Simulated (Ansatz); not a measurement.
**CsH: strain energy, fitted**

CsH, Fm-3m, a = 6.376 Å. Ansatz: r2SCAN, PAW, 500 eV, Γ-centred 6×6×4 mesh on 4 atoms, Gaussian smearing 0.02 eV; no spin polarisation. Series: uniaxial strain along c, with a, b and atoms relaxed; x is the strain in per cent. The axes a, b, c are those of the computed cell (4.509, 4.509, 6.376 Å), along [1 1 0], [-1 1 0], [0 0 1] of the cell named above. y is the free energy over the unstrained cell, V0 = 32.401 Å³/atom.

| x (%) | y (meV/atom) |
| --- | --- |
| -6.0 | 11.49 |
| -4.0 | 4.75 |
| -2.0 | ? |
| 0.0 | 0.00 |
| 2.0 | 0.85 |
| 4.0 | 3.26 |
| 6.0 | 6.86 |

Task: Fit y = c2 x² + c3 x³ to the other rows, turn c2 into a modulus, and predict the missing energy.

Result: Least squares on the rows shown. y = 0.2540 x² − 0.01080 x³. In eV per unit strain² c2 is 2.540; this is Young's modulus along the axis (E = ½ Y V0 ε²): 2 × 2.540 × 160.2 / (32.401) = 25 GPa. The unstrained cell keeps some stress along the strain, worth a slope of -0.04 meV/atom per %, which the form leaves out. At x = -2.0 the fit asked for gives 1.10 meV/atom. The run gave 1.13 meV/atom, so the fit is 0.03 meV/atom too low, within the rms miss on the fitted rows (0.07 meV/atom).